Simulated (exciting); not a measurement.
The Ag L₃ edge of atom 2 in AgI, space group F-43m, with 4 I at 2.80 Å (tetrahedral, site symmetry -43m), was computed at 2 levels: exchange and screened direct term (singlet BSE) and independent particles. Common settings: exciting, all-electron LAPW+lo, PBE, 4×4×4 shifted k points, 25 conduction bands, |G+q| up to 3 bohr⁻¹ (2 in the exchange term), full RPA screening with nempty = 50, Lorentzian half width 1.2 eV.

Energy from the Kohn–Sham onset, core level to the lowest empty state found on the meshes used; all runs on one relative scale:

| E (eV) | run 1 | run 2 |
| --- | --- | --- |
| -9.5 | 0.01 | 0.02 |
| -9.0 | 0.02 | 0.02 |
| -8.5 | 0.02 | 0.02 |
| -8.0 | 0.02 | 0.02 |
| -7.5 | 0.02 | 0.03 |
| -7.0 | 0.02 | 0.03 |
| -6.5 | 0.02 | 0.03 |
| -6.0 | 0.02 | 0.03 |
| -5.5 | 0.03 | 0.04 |
| -5.0 | 0.03 | 0.04 |
| -4.5 | 0.03 | 0.05 |
| -4.0 | 0.03 | 0.05 |
| -3.5 | 0.04 | 0.06 |
| -3.0 | 0.04 | 0.07 |
| -2.5 | 0.05 | 0.08 |
| -2.0 | 0.05 | 0.10 |
| -1.5 | 0.06 | 0.12 |
| -1.0 | 0.07 | 0.15 |
| -0.5 | 0.08 | 0.20 |
| 0.0 | 0.10 | 0.26 |
| 0.5 | 0.13 | 0.34 |
| 1.0 | 0.17 | 0.43 |
| 1.5 | 0.23 | 0.53 |
| 2.0 | 0.30 | 0.60 |
| 2.5 | 0.36 | 0.62 |
| 3.0 | 0.41 | 0.62 |
| 3.5 | 0.44 | 0.63 |
| 4.0 | 0.47 | 0.64 |
| 4.5 | 0.49 | 0.65 |
| 5.0 | 0.51 | 0.65 |
| 5.5 | 0.51 | 0.66 |
| 6.0 | 0.52 | 0.68 |
| 6.5 | 0.53 | 0.71 |
| 7.0 | 0.56 | 0.73 |
| 7.5 | 0.59 | 0.73 |
| 8.0 | 0.61 | 0.74 |
| 8.5 | 0.62 | 0.74 |
| 9.0 | 0.64 | 0.73 |
| 9.5 | 0.65 | 0.72 |
| 10.0 | 0.65 | 0.71 |
| 10.5 | 0.65 | 0.70 |
| 11.0 | 0.66 | 0.68 |
| 11.5 | 0.66 | 0.68 |
| 12.0 | 0.66 | 0.69 |
| 12.5 | 0.67 | 0.69 |
| 13.0 | 0.68 | 0.69 |
| 13.5 | 0.70 | 0.68 |
| 14.0 | 0.70 | 0.67 |
| 14.5 | 0.70 | 0.66 |
| 15.0 | 0.70 | 0.65 |
| 15.5 | 0.69 | 0.64 |
| 16.0 | 0.69 | 0.64 |
| 16.5 | 0.69 | 0.64 |
| 17.0 | 0.69 | 0.65 |
| 17.5 | 0.70 | 0.67 |
| 18.0 | 0.73 | 0.67 |
| 18.5 | 0.75 | 0.66 |
| 19.0 | 0.78 | 0.64 |
| 19.5 | 0.80 | 0.61 |
| 20.0 | 0.80 | 0.57 |
| 20.5 | 0.79 | 0.54 |
| 21.0 | 0.75 | 0.52 |

The database entry behind the starting cell differs from later determinations by our own check (about 0.3 % short), so it need not match the best structure at ambient conditions.

Question: Which run is which, and why?

Run 1: independent particles; highest local maximum in the window at 19.9 eV. Run 2: exchange and screened direct term (singlet BSE); highest local maximum in the window at 8.4 eV. The attractive direct term pulls weight down: the curves pass 0.11 at 0.2 and -1.6 eV in the order of the runs. Fine structure above the first lines is partly noise of the 64-point mesh.

[Hosts, paths, dates, database ids (printed as entryN), source tags and the programs' standing remarks are cut or masked in the printed files.]
